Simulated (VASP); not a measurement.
## Gap, carriers and strain in AgF (Pm-3m)

The runs below take AgF at its given cell and follow the band edges through several levels. The cell is generated by rule, not measured, and may not be a known phase.

Calculated with VASP 6.6.1; PBE; plane waves and PAW (Ag, F), in the first sound run; inputs show where later runs differ.

Report form: the programs' logs are mostly left out.

The structure was built from a prototype and need not be the compound's stable phase.

### 1. The structure

It takes space group Pm-3m (No. 221, cubic). The conventional cell has a = 3.007 Å, b = 3.007 Å, c = 3.007 Å, α = 90.00°, β = 90.00°, γ = 90.00°. Nearest to Ag lie 8 F at 2.60 Å. Nearest to F lie 8 Ag at 2.60 Å. Farther neighbours and most contacts between anions are not listed.

As a file:

```cif
data_structure
_symmetry_space_group_name_H-M 'Pm-3m'
_symmetry_Int_Tables_number 221
_cell_length_a 3.0068
_cell_length_b 3.0068
_cell_length_c 3.0068
_cell_angle_alpha 90.000
_cell_angle_beta 90.000
_cell_angle_gamma 90.000
_cell_volume 27.19
loop_
_atom_site_label
_atom_site_type_symbol
_atom_site_symmetry_multiplicity
_atom_site_Wyckoff_symbol
_atom_site_fract_x
_atom_site_fract_y
_atom_site_fract_z
_atom_site_occupancy
Ag1 Ag 1 a 0.00000 0.00000 0.00000 1
F1 F 1 b 0.50000 0.50000 0.50000 1
```

### 2. Relaxation of the atoms

The cell is kept as given; the atoms are relaxed first, so that no residual force shifts the band edges.

INCAR

```
SYSTEM = AgF
PREC = Accurate
ENCUT = 520
EDIFF = 1E-06
NELM = 100
ISMEAR = 0
SIGMA = 0.02
LREAL = .FALSE.
ALGO = Normal
GGA = PE
NBANDS = 15
LORBIT = 11
LWAVE = .FALSE.
LCHARG = .FALSE.
KPAR = 4
IBRION = 2
NSW = 40
ISIF = 2
EDIFFG = -0.005
```

POSCAR

```
AgF
1.0
    3.0068400000      0.0000000000      0.0000000000
    0.0000000000      3.0068400000      0.0000000000
    0.0000000000      0.0000000000      3.0068400000
Ag F
1 1
Direct
    0.0000000000      0.0000000000      0.0000000000
    0.5000000000      0.5000000000      0.5000000000
```

KPOINTS

```
Automatic mesh
0
Gamma
10 10 10
0 0 0
```

PAW data sets: Ag and F (PBE family, release 64).

The run is started by

```bash
$ mpirun -np 4 vasp_std
```

The job ended after 6.8 s (4 MPI ranks of AMD EPYC 7R43, shared host; peak memory 0.49 GiB; 24 s of CPU time).

The run keeps the 48 symmetry operations of its start, so it cannot find a distortion of lower symmetry.

The forces vanish from the start, and no atom moves.

Numbers from this step:

```
SCF cycles              : 12
electrons               : 18
bands                   : 15
irreducible k-points    : 56
symmetry operations     : 48
free energy (TOTEN)     : -6.365 eV
energy at zero smearing : -6.365 eV
Fermi energy            : 3.589 eV
pressure                : 1.877 GPa
metallic                : yes
```

### 3. Bands on a dense mesh

A dense even mesh and a path are solved together, since either alone can miss a band edge.

INCAR, as its differences from that of step 2:

```diff
@@ -10,3 +10,3 @@
 GGA = PE
-NBANDS = 15
+NBANDS = 21
 LORBIT = 11
@@ -15,5 +15,2 @@
 KPAR = 4
-IBRION = 2
-NSW = 40
 ISIF = 2
-EDIFFG = -0.005
```

POSCAR is that of step 2.

KPOINTS

```
Automatic mesh
0
Gamma
14 14 14
0 0 0
```

KPOINTS_OPT

```
Line mode
24
Line-mode
Reciprocal
  0.00000000   0.00000000   0.00000000 GAMMA
  0.00000000   0.50000000   0.00000000 X

  0.00000000   0.50000000   0.00000000 X
  0.50000000   0.50000000   0.00000000 M

  0.50000000   0.50000000   0.00000000 M
  0.00000000   0.00000000   0.00000000 GAMMA

  0.00000000   0.00000000   0.00000000 GAMMA
  0.50000000   0.50000000   0.50000000 R

  0.50000000   0.50000000   0.50000000 R
  0.00000000   0.50000000   0.00000000 X

  0.50000000   0.50000000   0.00000000 M
  0.50000000   0.50000000   0.50000000 R
```

The run is started by

```bash
$ mpirun -np 4 vasp_std
```

Elapsed: 26 s, on 4 MPI ranks; peak memory 0.74 GiB.

Numbers from this step:

```
bands                : 21
irreducible k-points : 120
Fermi energy         : 3.601 eV
pressure             : 1.914 GPa
```

Electronic bands along the path, in eV, zero at the Fermi level; # counts the bands kept:

| point | #5 | #6 | #7 | #8 | #9 | #10 |
| --- | --- | --- | --- | --- | --- | --- |
| Γ | -2.46 | -0.78 | -0.78 | -0.78 | -0.51 | 16.70 |
| 0.52 of the way | -1.54 | -0.74 | -0.45 | -0.45 | 1.70 | 10.75 |
| X | -0.71 | -0.68 | -0.22 | -0.22 | 5.29 | 5.62 |
| 0.52 of the way | -1.30 | -1.03 | -0.65 | -0.62 | 5.72 | 7.24 |
| M | -1.97 | -1.29 | -1.29 | -0.29 | 6.60 | 9.05 |
| 0.48 of the way | -1.21 | -1.17 | -1.06 | -0.43 | 3.34 | 11.26 |
| Γ | -2.46 | -0.78 | -0.78 | -0.78 | -0.51 | 16.70 |
| 0.48 of the way | -1.61 | -1.30 | -0.46 | -0.46 | 3.70 | 11.90 |
| R | -0.26 | 0.01 | 0.01 | 0.01 | 8.36 | 8.36 |
| 0.52 of the way | -1.48 | -1.13 | -0.45 | -0.11 | 5.86 | 7.76 |
| X | -0.71 | -0.68 | -0.22 | -0.22 | 5.29 | 5.62 |
| jump to M | -1.97 | -1.29 | -1.29 | -0.29 | 6.60 | 9.05 |
| 0.48 of the way | -0.64 | -0.64 | -0.58 | -0.28 | 7.05 | 8.77 |
| R | -0.26 | 0.01 | 0.01 | 0.01 | 8.36 | 8.36 |

Of the projections kept (Ag, F), the largest for each band there; the rest of the weight can lie on other orbitals:

| point | #5 | #6 | #7 | #8 | #9 | #10 |
| --- | --- | --- | --- | --- | --- | --- |
| Γ | F 0.98 | Ag 1.00 | Ag 1.00 | Ag 1.00 | Ag 0.86 | Ag 0.81 |
| X | Ag 1.00 | Ag 0.83 | Ag 0.67 | Ag 0.67 | Ag 0.85 | Ag 0.66 |
| M | Ag 0.98 | Ag 1.00 | Ag 1.00 | Ag 1.00 | Ag 1.00 | Ag 0.64 |
| Γ | F 0.98 | Ag 1.00 | Ag 1.00 | Ag 1.00 | Ag 0.86 | Ag 0.81 |
| R | Ag 1.00 | Ag 0.64 | Ag 0.64 | Ag 0.64 | Ag 1.00 | Ag 1.00 |
| X | Ag 1.00 | Ag 0.83 | Ag 0.67 | Ag 0.67 | Ag 0.85 | Ag 0.66 |

At 1.9 GPa the cell is away from the equilibrium volume of this level: left free, it would expand.

### 4. Bands with spin-orbit coupling

This step: PBE, spin-orbit coupling; plane waves and PAW (Ag, F); invented cell (VASP 6.6.1).

Spin-orbit coupling can split and shift the band edges, more so for heavy elements, so the bands are solved again with spinors.

INCAR, as its differences from that of step 3:

```diff
@@ -10,3 +10,9 @@
 GGA = PE
-NBANDS = 21
+LNONCOLLINEAR = .TRUE.
+MAGMOM = 0 0 0 0 0 0
+NBANDS = 30
+GGA_COMPAT = .FALSE.
+LASPH = .TRUE.
+LSORBIT = .TRUE.
+LMAXMIX = 4
 LORBIT = 11
```

POSCAR is that of step 3.

KPOINTS

```
Automatic mesh
0
Gamma
10 10 10
0 0 0
```

KPOINTS_OPT, as its differences from that of step 3:

```diff
@@ -1,3 +1,3 @@
 Line mode
-24
+16
 Line-mode
```

The run is started by

```bash
$ mpirun -np 4 vasp_ncl
```

Run time: 52 s. Hardware: 4 MPI ranks; peak memory 1 GiB; 3.4 min of CPU time.

LASPH is on here and off in the session's scalar semilocal runs, so a comparison with those holds both changes.

Numbers from this step:

| Item | Value |
| --- | --- |
| SCF cycles | 13 |
| bands | 30 |
| irreducible k-points | 56 |
| free energy (TOTEN) | -6.386 eV |
| energy at zero smearing | -6.386 eV |
| Fermi energy | 3.687 eV |
| pressure | 1.822 GPa |

The spin moment in the PAW sphere vanishes on all atoms.

On-site spin-orbit energy by atom:

| atom | on-site spin-orbit energy (eV) |
| --- | --- |
| Ag1 | -0.0405 |
| F2 | -0.0007 |

The electronic bands at the labelled points (eV, zero at the Fermi level; # counts the bands kept):

| point | #11 | #12 | #13 | #14 | #15 | #16 | #17 | #18 |
| --- | --- | --- | --- | --- | --- | --- | --- | --- |
| Γ | -0.97 | -0.97 | -0.97 | -0.97 | -0.64 | -0.64 | -0.60 | -0.60 |
| 0.53 of the way | -0.86 | -0.86 | -0.59 | -0.59 | -0.38 | -0.38 | 1.68 | 1.68 |
| X | -0.82 | -0.82 | -0.31 | -0.31 | -0.19 | -0.19 | 5.19 | 5.19 |
| 0.53 of the way | -1.11 | -1.11 | -0.80 | -0.80 | -0.58 | -0.58 | 5.64 | 5.64 |
| M | -1.44 | -1.44 | -1.27 | -1.27 | -0.34 | -0.34 | 6.51 | 6.51 |
| 0.53 of the way | -1.15 | -1.15 | -1.03 | -1.03 | -0.46 | -0.46 | 2.74 | 2.74 |
| Γ | -0.97 | -0.97 | -0.97 | -0.97 | -0.64 | -0.64 | -0.60 | -0.60 |
| 0.47 of the way | -1.27 | -1.27 | -0.68 | -0.68 | -0.42 | -0.42 | 3.50 | 3.50 |
| R | 0.01 | 0.01 | 0.01 | 0.01 | 0.05 | 0.05 | 7.87 | 7.87 |
| 0.53 of the way | -1.13 | -1.13 | -0.60 | -0.60 | -0.14 | -0.14 | 5.74 | 5.74 |
| X | -0.82 | -0.82 | -0.31 | -0.31 | -0.19 | -0.19 | 5.19 | 5.19 |
| jump to M | -1.44 | -1.44 | -1.27 | -1.27 | -0.34 | -0.34 | 6.51 | 6.51 |
| 0.53 of the way | -0.63 | -0.63 | -0.45 | -0.45 | -0.23 | -0.23 | 7.06 | 7.06 |
| R | 0.01 | 0.01 | 0.01 | 0.01 | 0.05 | 0.05 | 7.87 | 7.87 |

Of the projections kept (Ag, F), the largest for each band there; the rest of the weight can lie on other orbitals:

| point | #11 | #12 | #13 | #14 | #15 | #16 | #17 | #18 |
| --- | --- | --- | --- | --- | --- | --- | --- | --- |
| Γ | Ag 1.00 | Ag 1.00 | Ag 1.00 | Ag 1.00 | Ag 1.00 | Ag 1.00 | Ag 0.86 | Ag 0.86 |
| X | Ag 0.98 | Ag 0.98 | Ag 0.71 | Ag 0.71 | Ag 0.70 | Ag 0.70 | Ag 0.85 | Ag 0.85 |
| M | Ag 1.00 | Ag 1.00 | Ag 1.00 | Ag 1.00 | Ag 1.00 | Ag 1.00 | Ag 1.00 | Ag 1.00 |
| Γ | Ag 1.00 | Ag 1.00 | Ag 1.00 | Ag 1.00 | Ag 1.00 | Ag 1.00 | Ag 0.86 | Ag 0.86 |
| R | Ag 0.76 | Ag 0.76 | Ag 0.76 | Ag 0.76 | Ag 0.65 | Ag 0.65 | Ag 1.00 | Ag 1.00 |
| X | Ag 0.98 | Ag 0.98 | Ag 0.71 | Ag 0.71 | Ag 0.70 | Ag 0.70 | Ag 0.85 | Ag 0.85 |

### 5. Orbitals for bands with HSE06

This step: PBE; plane waves and PAW (Ag, F); invented cell (VASP 6.6.1).

The hybrid starts from PBE orbitals, which saves many expensive cycles.

INCAR

```
SYSTEM = AgF
PREC = Accurate
ENCUT = 520
EDIFF = 1E-05
NELM = 100
ISMEAR = 0
SIGMA = 0.02
LREAL = .FALSE.
ALGO = Normal
GGA = PE
NBANDS = 15
LORBIT = 11
LWAVE = .TRUE.
LCHARG = .FALSE.
KPAR = 4
```

POSCAR is that of step 4.

KPOINTS

```
Automatic mesh
0
Gamma
6 6 6
0 0 0
```

The run is started by

```bash
$ mpirun -np 4 vasp_std
```

The job ended after 3.4 s (4 MPI ranks; peak memory 0.41 GiB; 11 s of CPU time).

The k-mesh is coarse for a metal.

Numbers from this step:

- SCF cycles: 11
- bands: 15
- irreducible k-points: 20
- free energy (TOTEN): -6.367 eV
- energy at zero smearing: -6.366 eV
- Fermi energy: 3.613 eV
- pressure: 1.988 GPa

The run ends at a pressure of 1.99 GPa.

### 6. Bands with HSE06

This step: HSE06; plane waves and PAW (Ag, F); invented cell (VASP 6.6.1).

A quarter of screened exact exchange corrects much of the semilocal gap error; its cost forces a coarser mesh.

INCAR

```
SYSTEM = AgF
PREC = Accurate
ENCUT = 520
EDIFF = 1E-06
NELM = 100
ISMEAR = 0
SIGMA = 0.02
LREAL = .FALSE.
ALGO = Normal
LHFCALC = .TRUE.
AEXX = 0.25
GGA = PE
HFSCREEN = 0.2
LASPH = .TRUE.
NBANDS = 15
PRECFOCK = Fast
LORBIT = 11
LWAVE = .FALSE.
LCHARG = .FALSE.
KPAR = 4
ISIF = 2
```

POSCAR is that of step 5.

KPOINTS is that of step 5.

KPOINTS_OPT, as its differences from that of step 4:

```diff
@@ -1,3 +1,3 @@
 Line mode
-16
+8
 Line-mode
```

The WAVECAR or CHGCAR of an earlier step is read.

The run is started by

```bash
$ mpirun -np 4 vasp_std
```

It took 13 min on 4 MPI ranks; peak memory 0.95 GiB.

The PAW data sets were made with PBE, which is usual practice but a small mismatch for other functionals.

Numbers from this step:

```yaml
scf_cycles: 9
free_energy_toten: -8.182 eV
fermi_energy: 2.365 eV
pressure: 0.4525 GPa
metallic: no
least_gap_on_mesh_and_path: 1.355 eV
least_direct_gap_on_mesh_and_path: 2.291 eV
valence_top_at_k: 0.5, 0.5, 0.5
conduction_bottom_at_k: 0, 0, 0
least_direct_gap_at_k: 0, 0, 0
```

The electronic bands at the labelled points (eV, zero at the valence-band top; v1 is the highest filled band, c1 the lowest empty one):

| point | v4 | v3 | v2 | v1 | c1 | c2 |
| --- | --- | --- | --- | --- | --- | --- |
| Γ | -2.55 | -0.94 | -0.94 | -0.94 | 1.36 | 18.83 |
| 0.57 of the way | -1.47 | -0.90 | -0.46 | -0.46 | 3.89 | 12.39 |
| X | -0.87 | -0.73 | -0.24 | -0.24 | 7.25 | 7.80 |
| 0.57 of the way | -1.52 | -1.24 | -0.81 | -0.62 | 7.95 | 9.60 |
| M | -2.14 | -1.47 | -1.47 | -0.32 | 8.79 | 11.27 |
| 0.57 of the way | -1.52 | -1.15 | -1.09 | -0.47 | 4.31 | 14.34 |
| Γ | -2.55 | -0.94 | -0.94 | -0.94 | 1.36 | 18.83 |
| 0.43 of the way | -1.84 | -1.31 | -0.60 | -0.60 | 5.16 | 14.60 |
| R | -0.28 | 0.00 | 0.00 | 0.00 | 10.44 | 10.44 |
| 0.57 of the way | -1.72 | -1.25 | -0.54 | -0.15 | 7.93 | 9.55 |
| X | -0.87 | -0.73 | -0.24 | -0.24 | 7.25 | 7.80 |
| jump to M | -2.14 | -1.47 | -1.47 | -0.32 | 8.79 | 11.27 |
| 0.43 of the way | -0.83 | -0.83 | -0.74 | -0.30 | 9.14 | 11.00 |
| R | -0.28 | 0.00 | 0.00 | 0.00 | 10.44 | 10.44 |

Of the projections kept (Ag, F), the largest for each band there; the rest of the weight can lie on other orbitals:

| point | v4 | v3 | v2 | v1 | c1 | c2 |
| --- | --- | --- | --- | --- | --- | --- |
| Γ | F 0.98 | Ag 1.00 | Ag 1.00 | Ag 1.00 | Ag 0.87 | Ag 1.00 |
| X | Ag 1.00 | Ag 0.84 | Ag 0.66 | Ag 0.66 | Ag 0.85 | Ag 0.69 |
| M | Ag 0.98 | Ag 1.00 | Ag 1.00 | Ag 1.00 | Ag 1.00 | Ag 0.66 |
| Γ | F 0.98 | Ag 1.00 | Ag 1.00 | Ag 1.00 | Ag 0.87 | Ag 1.00 |
| R | Ag 1.00 | Ag 0.63 | Ag 0.63 | Ag 0.63 | Ag 1.00 | Ag 1.00 |
| X | Ag 1.00 | Ag 0.84 | Ag 0.66 | Ag 0.66 | Ag 0.85 | Ag 0.69 |

At this level the gap is 1.36 eV.

### 7. Summary of results

```
gap, PBE                               : none
gap with spin-orbit coupling           : none
gap, HSE06 without spin-orbit coupling : 1.36 eV
```

**Reading.** At this level the bands overlap or touch. HSE06, on a coarser mesh, gives 1.36 eV, a gap that the semilocal functional misses. Masses were not obtained, since there is no gap at this level. The strain response was not obtained, since there is no gap at this level.

[Lines on the potential files, build, host, timing and source positions are cut from VASP's logs without a mark.]

[Logs are printed without paths, hosts, clocks, repeated set-up lines and the standing remarks that a program may print on its own settings, such as how far it seeks lower states.]

[Hosts, paths, dates, database ids (printed as entryN), source tags and the programs' standing remarks are cut or masked in the printed files.]

[In band tables of VASP the shares of atoms and orbitals are scaled to a sum of 1 inside the atoms' spheres.]

[Gaps and slopes under strain along one axis are those of the sampled path and mesh points; where strain splits equal valleys, another of them can be the edge.]
